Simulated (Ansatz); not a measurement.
**BeTe (F-43m): spin-orbit coupling beyond the local functionals**

Wanted: gaps of BeTe (F-43m) with and without spin-orbit coupling, with cost.

Method: density functionals with and without spin-orbit coupling, plane waves, PAW, in Ansatz 0.2.0.

**What was measured.**

- Gap 2.8 eV: absolute (indirect, Gamma to X) gap, second literature value; film (quoted from earlier experiment) (quoted in “The band structure of BeTe - a combined experimental and theoretical study”, 1997, arxiv:cond-mat/9712266).

- Gap 2.7 eV: absolute (indirect, Gamma to X) gap; bulk crystal (quoted from earlier experiment) (quoted in “The band structure of BeTe - a combined experimental and theoretical study”, 1997, arxiv:cond-mat/9712266).

### Step 1. The structure

The structure is cubic, space group F-43m (No. 216). Conventional cell: a = 5.663 Å, b = 5.663 Å, c = 5.663 Å, α = 90.00°, β = 90.00°, γ = 90.00°. Be has 4 Te at 2.45 Å nearest. Nearest to Te lie 4 Be at 2.45 Å. Farther neighbours and most contacts between anions are not listed.

Structure file:

```cif
data_structure
_symmetry_space_group_name_H-M 'P 1'
_symmetry_Int_Tables_number 1
_cell_length_a 4.0043
_cell_length_b 4.0043
_cell_length_c 4.0043
_cell_angle_alpha 60.000
_cell_angle_beta 60.000
_cell_angle_gamma 60.000
_cell_volume 45.40
loop_
_atom_site_label
_atom_site_type_symbol
_atom_site_fract_x
_atom_site_fract_y
_atom_site_fract_z
_atom_site_occupancy
Be1 Be 0.00000 0.00000 0.00000 1
Te2 Te 0.75000 0.75000 0.75000 1
```

The cell and positions are those that the Materials Project relaxed with its own functionals (PBE, PBE+U or r2SCAN), kept fixed. Spin-orbit coupling is left out unless a step names it.

### Step 2. HSE06, 4×4×4 mesh

This step: DFT, HSE06, plane waves, PAW; PAW set soft_1.

Contents of input.yaml:

```yaml
crystal:
  lattice:
    - [0.0, 2.8314587876, 2.8314587876]
    - [2.8314587876, 0.0, 2.8314587876]
    - [2.8314587876, 2.8314587876, 0.0]
  atoms:
    - { symbol: Be, position: [0.0, 0.0, 0.0] }
    - { symbol: Te, position: [0.75, 0.75, 0.75] }
kpoints:
  mp_grid: { grid: [4, 4, 4] }
  band_path:
    path:
      - [0.0, 0.0, 0.0]
      - [-0.5, -0.5, 0.0]
      - [-0.375, -0.375, 0.25]
      - [-0.375, 0.0, 0.375]
      - [0.0, 0.0, 0.5]
      - [-0.5, -0.25, 0.25]
    npoints: 1
hamiltonian:
  xc: hse06
  pseudopotentials: { kind: paw, azcp: { folder: soft_1 } }
scf:
  occupations: { method: fixed }
  n_extra_bands: 4
output:
  eigenvalues: true
```

The run is started by

```
> ansatz run input.yaml --threads 3 --pin off --max-ram 92160MiB --backend cuda --events-out ev --progress --plain --runs-dir out --devices 1 --max-vram 13GiB
```

Numbers of over 12 decimals in the logs are rounded to 6 here.

What it wrote:

```text
scf.n_extra_bands = 4 over 9 filled bands (N_el = 18.0): the run solves 13 bands
GPUs: using 1 of 1 available (devices: 1).
Engine: ansatz 0.2.0, x86_64-unknown-linux-gnu
Pseudopotentials: kind: paw
Pseudopotential: Be, paw, valence charge 2, recommended cutoff 420 eV (normal), soft_1/Be.paw.azcp
Pseudopotential: Te, paw, valence charge 16, recommended cutoff 420 eV (normal), soft_1/Te.paw.azcp
Functional definition: HSE06
  parameter a = 0.25
  parameter omega = 0.11/bohr
  exchange = pbe_x - a*pbe_x_sr(omega) + a*exact_x_sr(omega)
  correlation = pbe_c
davidson cushion auto → on  (no smearing: the cushion is to keep the highest requested band from converging to the state above it; pin scf.eigensolver.cushion to override)
device memory: the entry about to start is reckoned to put 0.8 GiB on a device that reports 34.9 GiB free (of which the cap on the GPU budget leaves the run 13.0 GiB)
GPU FFT provider: cuFFT
GPU libraries: cuBLAS 13.8.2, cuFFT 12.4.0, cuSOLVER 12.3.4
Crystal: 2 atoms, lattice volume = 45.401 Å³
Basis set: ecut = 420 eV, 893 PW (Γ)
Bands: 13, of which v1, the nominal top of the filled ones, is band 9 counted from 1 (8 counted from 0)
Symmetry: 24 space group operations
Space group: F-43m (ITA 216), of the structure as read, at distance tolerance 3.6e-5 Å
k-points: 8 of 64 (time reversal used)
Non-local potential: Be, projectors of the file, l = 0: 2, l = 1: 2, l = 2: 1
Non-local potential: Te, projectors of the file, l = 0: 2, l = 1: 2, l = 2: 2, l = 3: 1
PAW form: soft (Blöchl's): semilocal exchange-correlation on the pseudo side does not see the compensation charge
PAW frozen core: Be, regenerated for the run's functional, and the local potential with it (the file was generated under x = pbe(κ = 0.804, μ = 0.219515), c = pbe(β = 0.066725))
PAW frozen core: Te, regenerated for the run's functional, and the local potential with it (the file was generated under x = pbe(κ = 0.804, μ = 0.219515), c = pbe(β = 0.066725))
PAW one-centre angular grid: Be, 110 points (default); XC on 64 Gauss nodes
PAW one-centre angular grid: Te, 590 points (default); XC on 64 Gauss nodes
Initial density: superposition of atomic densities (chi_scale 0.1, normalization cell, long waves kept (reshape's long-wave potential 0.00 eV rms))
Initial wavefunctions: pseudopotential atomic-orbital guess
GPU buffer pool allocated for 19683 grid points (all kernels)
GPU transforms: local potential and band sums: pruned to the plane-wave sphere, on 25×27×27
Functional: x = pbe(κ = 0.804, μ = 0.219515), c = pbe(β = 0.066725), warm-up for x = pbe(κ = 0.804, μ = 0.219515) + 0.25 (exact − pbe) at short range (hse, ω = 0.207870 Å⁻¹), c = pbe(β = 0.066725); HSE06 as pw.x's `hse` composes it (authors' and Libxc's form: `xc: wpbeh`)
[...]
hybrid outer 1: dexx = +2.607e-3 eV, tail = 1.06e-5 eV
GPU FFT provider: cuFFT
GPU libraries: cuBLAS 13.8.2, cuFFT 12.4.0, cuSOLVER 12.3.4
GPU buffer pool allocated for 19683 grid points (all kernels)
GPU transforms: local potential and band sums: pruned to the plane-wave sphere, on 25×27×27
Exchange kernel: α = 0.2500, screened, ω = 0.2079 Å⁻¹, Wigner–Seitz truncation, v(0) = 1027.0439 eV·Å³, q-mesh 4×4×4, nearest image of the exchange supercell L = 16.02 Å, pair-density grid 15×15×15, without the augmentation charges, whose exchange is taken in its separable form by FFT convolution over the k-point mesh (sized by the pseudopotential files, 24×24×24 at the most), smooth part of the exact exchange by density-matrix convolution in up to 1.15 GiB of GPU memory as planned if the GPU has room (build and FFT work areas not counted)
Frozen-core exchange: fock
SCF iter   1: F=—  HF=-7078.205964 eV  |F-HF|=—  |Δ(HF+E_count)|=         —  Δρ=2.31e-5  dr2=3.12e-7  ethr=2.95e-7  ⟨swp⟩=2.9  Hψ=259  notcnv=0
preconditioner: auto → none  [insulator: Δε(μ)=2.715 eV  Ē_g=11.528 eV  n_scr=14 (ndim 8)  ℏωp=15.6 eV  f_vac=0.014]
SCF iter   2: F=-7078.205964 eV  HF=-7078.205964 eV  |F-HF|=7.61e-9  |Δ(HF+E_count)|=   6.17e-9  Δρ=1.06e-5  dr2=3.49e-8  ethr=1.35e-9  ⟨swp⟩=4.0  Hψ=339  notcnv=0
SCF 3 converged in 2 iterations: F = -7078.205964 eV  dr2 = 3.49e-8
hybrid outer 2: dexx = +9.988e-8 eV, tail = 8.34e-8 eV, Δε = 1.28e-3 eV (about 2.11e-4 eV left of the loop's levels)
device memory: the entry about to start is reckoned to put 0.3 GiB on a device that reports 42.4 GiB free (of which the cap on the GPU budget leaves the run 13.0 GiB)
NSCF: frozen V_eff on 6 k-points
hybrid SCF converged: 2 outer / 7 inner (+4 warm-up), last move |dexx| = 9.99e-8 eV, tail = 8.34e-8 eV
Stability not checked: this state was not tested for a lower state beside it, because the functional holds exact exchange (a hybrid, or Hartree-Fock), whose exchange loop this test does not read (fock_operator; see scf.lower_state_search)
Free energy (F): -7078.205964 eV
Frozen-core exchange: fock
Harris-Foulkes:  -7078.205964 eV  (|F-HF|=7.61e-9)
Internal energy: -7078.205964 eV  (E = F + TS)
E sigma→0 (E₀):  -7078.205964 eV
Fermi energy:    6.726682 eV
--- Per-component energies (eV) ---
  E_band       = -305.740526
  E_kinetic    = 191.507918
  E_local      = -1750.931028  (includes V_loc(G=0)·N_el)
  E_nonlocal   = 69.971044
  E_hartree    = 872.409884
  E_xc         = -114.286135
  E_vxc        = -97.614808  (∫ρ·V_xc dr)
  E_exx        = -47.943719  (= α·E_x^exact, valence–valence)
  E_paw        = -4717.903535  (= ΣΔE_a)
  E_vpaw       = -367.601932  (= ΣTr[D̂ρ^β])
  E_aug_tail   = 0.000087  (compensation charges beyond the density's cutoff)
  E_ewald      = -1580.841214
  E_core_change = -0.189266  (= ΣΔE_core)
  E_smearing   = -0.000000  (= −TS)
  E_closure    = -0.000000  (closes the sum)
  Σ components = -7078.205964   (vs F -7078.205964, Δ=0.00e0)
--- Band table (eV; the first three rows and the last of 8) ---
  k-point 0: bands = [... 5 lower, -6.6285, 6.7267, 6.7267, 6.7267, 11.2178, 11.2178, 11.2178, 11.4080]
  k-point 1: bands = [... 5 lower, -6.0180, 3.2029, 6.0303, 6.0303, 10.8683, 12.1289, 12.1289, 14.7702]
  k-point 2: bands = [... 5 lower, -5.1443, 0.7537, 5.5354, 5.5354, 10.6007, 12.2208, 12.2208, 15.5481]
  k-point 7: bands = [... 5 lower, -4.5613, 1.7427, 2.8225, 3.3640, 12.8154, 13.2181, 13.3230, 13.8757]
```

Run time: 15 s. Hardware: 1 × NVIDIA H100 80GB HBM3 (shared by 6 runs) with 3 threads of AMD EPYC 7R13 (Zen 3), shared host; peak memory 1 GiB.

The column dr2 measures how far the density is from self-consistency, as an energy; F and HF (Harris–Foulkes) agree once it is small.

Numbers from this step:

| Property | Result |
| --- | --- |
| gap | 2.715 eV |
| valence top at | Γ |
| conduction bottom at | X |
| least direct gap | 4.491 eV |
| exact-exchange fraction | 0.25 |

The gap is indirect, with the least direct gap 1.78 eV higher.

### Step 3. HSE06+SOC, 4×4×4 mesh

Spin-orbit coupling can split or shift the edges; a non-collinear run measures by how much.

This step: DFT, HSE06 with spin-orbit coupling, plane waves, PAW; PAW set soft_1.

input.yaml, the sections that differ from step 2:

```yaml
hamiltonian:
  xc: hse06
  pseudopotentials: { kind: paw_fr, azcp: { folder: soft_1 } }
scf:
  occupations: { method: fixed }
  n_extra_bands: 8
magnetization:
  noncollinear: true
  spin_orbit: true
output:
  eigenvalues: true
  write_density: true
  write_potential: true
  elf: true
  volumetric_format: npy
# crystal, kpoints: as in step 2
```

What it wrote:

```text
[...]
GPUs: using 1 of 1 available (devices: 1).
[...]
non-collinear run that drives no moment, with spin-orbit: no starting moment large enough to seed its density (crystal.atoms[].spin), no starting occupations that ask for one, no magnetisation constraint and no magnetic field, so the semilocal B_xc is pinned to zero
[...]
GPU FFT provider: cuFFT
GPU libraries: cuBLAS 13.8.2, cuFFT 12.4.0, cuSOLVER 12.3.4
Crystal: 2 atoms, lattice volume = 45.401 Å³
Basis set: ecut = 420 eV, 893 PW (Γ)
Bands: 26, of which v1, the nominal top of the filled ones, is band 18 counted from 1 (17 counted from 0)
Symmetry: 24 space group operations + 24 with time reversal
[...]
k-points: 8 of 64 (time reversal used)
Projection manifold: j_resolved (fully-relativistic pseudo-atomic orbitals)
[...]
GPU buffer pool allocated for 19683 grid points (all kernels)
[...]
SCF iter   1: F=—  HF=-7076.270497 eV  |F-HF|=—  |Δ(HF+E_count)|=         —  Δρ=3.11e-2  dr2=5.16e-1  dr2_m=0.00e0 (ungated)  ethr=1.00e-1  |M|=0.00e0 ∫|m|=0.00e0 μB  |m|>n=0.0e0 m-floor=0.0e0 τ_xc=0.0e0  β_m=0.30  ⟨swp⟩=5.2  Hψ=810  notcnv=0
[...]
SCF iter   4: F=-7076.162761 eV  HF=-7076.162699 eV  |F-HF|=6.19e-5  |Δ(HF+E_count)|=   6.42e-4  Δρ=9.89e-4  dr2=2.77e-4  dr2_m=0.00e0 (ungated)  ethr=1.85e-5  |M|=0.00e0 ∫|m|=0.00e0 μB  |m|>n=0.0e0 m-floor=0.0e0 τ_xc=0.0e0  ⟨swp⟩=3.0  Hψ=530  notcnv=0
SCF 1 stopped early in 4 iterations: F = -7076.162761 eV  dr2 = 2.77e-4
[...]
GPU FFT provider: cuFFT
GPU libraries: cuBLAS 13.8.2, cuFFT 12.4.0, cuSOLVER 12.3.4
Projection manifold: j_resolved (fully-relativistic pseudo-atomic orbitals)
[...]
GPU buffer pool allocated for 19683 grid points (all kernels)
[...]
Frozen-core exchange: fock
SCF iter   1: F=—  HF=-7076.084049 eV  |F-HF|=—  |Δ(HF+E_count)|=         —  Δρ=3.91e-3  dr2=7.59e-3  dr2_m=0.00e0 (ungated)  ethr=1.54e-5  |M|=0.00e0 ∫|m|=0.00e0 μB  |m|>n=0.0e0 m-floor=0.0e0 τ_xc=0.0e0  β_m=0.30  ⟨swp⟩=5.9  Hψ=950  notcnv=0
[...]
SCF iter   5: F=-7076.084326 eV  HF=-7076.084326 eV  |F-HF|=5.02e-7  |Δ(HF+E_count)|=   2.33e-5  Δρ=5.19e-5  dr2=1.26e-6  dr2_m=0.00e0 (ungated)  ethr=4.64e-8  |M|=0.00e0 ∫|m|=0.00e0 μB  |m|>n=0.0e0 m-floor=0.0e0 τ_xc=0.0e0  ⟨swp⟩=3.6  Hψ=625  notcnv=0
SCF 2 stopped early in 5 iterations: F = -7076.084326 eV  dr2 = 1.26e-6
hybrid outer 1: dexx = +2.617e-3 eV, tail = 1.31e-5 eV
GPU FFT provider: cuFFT
GPU libraries: cuBLAS 13.8.2, cuFFT 12.4.0, cuSOLVER 12.3.4
Projection manifold: j_resolved (fully-relativistic pseudo-atomic orbitals)
GPU buffer pool allocated for 19683 grid points (all kernels)
[...]
Frozen-core exchange: fock
SCF iter   1: F=—  HF=-7076.084321 eV  |F-HF|=—  |Δ(HF+E_count)|=         —  Δρ=2.44e-5  dr2=3.80e-7  dr2_m=0.00e0 (ungated)  ethr=3.63e-7  |M|=0.00e0 ∫|m|=0.00e0 μB  |m|>n=0.0e0 m-floor=0.0e0 τ_xc=0.0e0  β_m=0.30  ⟨swp⟩=2.9  Hψ=499  notcnv=0
[...]
SCF iter   2: F=-7076.084321 eV  HF=-7076.084321 eV  |F-HF|=1.08e-8  |Δ(HF+E_count)|=   7.92e-8  Δρ=1.44e-5  dr2=5.41e-8  dr2_m=0.00e0 (ungated)  ethr=1.58e-9  |M|=0.00e0 ∫|m|=0.00e0 μB  |m|>n=0.0e0 m-floor=0.0e0 τ_xc=0.0e0  ⟨swp⟩=4.5  Hψ=715  notcnv=0
SCF 3 converged in 2 iterations: F = -7076.084321 eV  dr2 = 5.41e-8
[...]
NSCF: frozen V_eff on 6 k-points
[...]
Magnetization: |M| = 0.0000 μB,  M = (+0.0000, +0.0000, +0.0000) μB
Absolute magnetization: 0.0000 μB (∫|m|)
  site 0: m = (+0.0000, +0.0000, +0.0000) μB, |m| = 0.0000 μB  (R = 1.01 Å)
  site 1: m = (+0.0000, +0.0000, +0.0000) μB, |m| = 0.0000 μB  (R = 1.01 Å)
Free energy (F): -7076.084321 eV
Frozen-core exchange: fock
[...]
Internal energy: -7076.084321 eV  (E = F + TS)
E sigma→0 (E₀):  -7076.084321 eV
Fermi energy:    7.038572 eV
[...]
--- Band table (eV; the first three rows and the last of 8) ---
  k-point 0: bands = [... 14 lower, 7.0386, 7.0386, 7.0386, 7.0386, 11.1708, 11.1708, 11.2459, 11.2459, ... 4 higher]
  k-point 1: bands = [... 14 lower, 5.7517, 5.7517, 6.3030, 6.3039, 10.8701, 10.8701, 12.0716, 12.0716, ... 4 higher]
  k-point 2: bands = [... 14 lower, 5.2509, 5.2509, 5.7937, 5.7937, 10.6032, 10.6032, 12.1835, 12.1835, ... 4 higher]
  k-point 7: bands = [... 14 lower, 2.5149, 3.0105, 3.3796, 3.4418, 12.7653, 12.7997, 13.2063, 13.2296, ... 4 higher]
```

Run time: 25 s. Hardware: 1 × NVIDIA H100 80GB HBM3 (shared by 6 runs) with 3 threads; peak memory 1.3 GiB.

Numbers from this step:

```yaml
gap: 2.403 eV
valence_top_at: Γ
conduction_bottom_at: k = (0.000, -0.500, -0.500)
least_direct_gap: 4.132 eV
exact_exchange_fraction: 0.25
```

The gap stands −0.31 eV against HSE06.

### Step 4. Together

Times are wall times on 1 × NVIDIA H100 80GB HBM3 (shared by 6 runs) with 3 threads of AMD EPYC 7R13 (Zen 3), shared host, good to a factor of about two.

```csv
level,gap (eV),with coupling (eV),change (eV),time,with coupling
HSE06,2.72,2.40,−0.31,15 s,25 s
```

### Step 5. Outcome

| Item | Value |
| --- | --- |
| HSE06 | 2.72 eV |
| HSE06+SOC | 2.40 eV |

In words: Spin-orbit coupling changes the gap by −0.31 eV and the least direct gap by −0.36 eV. Against experiment, by HSE06+SOC: the gap of 2.40 eV lies −0.40 eV from the measured 2.8 eV (indirect, quoted 1997); the gap of 2.40 eV lies −0.30 eV from the measured 2.7 eV (indirect, quoted 1997). The lattice is static and excitons are left out.

[Paths, hosts, dates, memory and timing lines, banners, echoed tables and standing remarks are left out of the program output.]

[Logs are printed without paths, hosts, clocks, repeated set-up lines and the standing remarks that a program may print on its own settings, such as how far it seeks lower states.]

[Runs of the session that timed out or met a known fault of the program may be left out.]

[Cells called generated may have been cut or substituted from an entry of the Crystallography Open Database or the Materials Project.]

[Hosts, paths, dates, database ids (printed as entryN), source tags and the programs' standing remarks are cut or masked in the printed files.]
